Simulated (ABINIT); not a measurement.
A run of ABINIT 10.8.3 (patched build) is set up as follows.

The input run.abi:

```
pp_dirpath "./"
pseudos "Al.upf, N.upf"

acell 5.8366710593 5.8366710593 5.8366710593
rprim
     0.0000000000     0.7071067812     0.7071067812
     0.7071067812     0.0000000000     0.7071067812
     0.7071067812     0.7071067812     0.0000000000
ntypat 2
znucl 13 7
natom 2
typat 1 2
xred
     0.0000000000     0.0000000000     0.0000000000
     0.2500000000     0.2500000000     0.2500000000

ecut 36.0

kptopt 1
ngkpt 8 8 8
nshiftk 1
shiftk 0.0 0.0 0.0

ixc 7

nband 8
occopt 3
tsmear 0.05 eV

nstep 100
tolvrs 1.0e-10

iomode 3
prtwf 0
prteig 0
prtebands 0
enunit 2
prtden 1
prtvha 1
prtvclmb 1
prtpot 1
prtelf 1
```

Potentials or basis: PseudoDojo NC SR LDA v0.4.1 standard.

Command:

```bash
$ abinit run.abi > log 2>&1
```

(1) Estimate the band gap on the k mesh.

(2) Estimate the pressure.

Results:

(1) 3.26 eV, indirect (least direct gap 4.24 eV).

(2) -5.3 GPa.

Caveat: the cutoff is short for stress, so the pressure is rough.
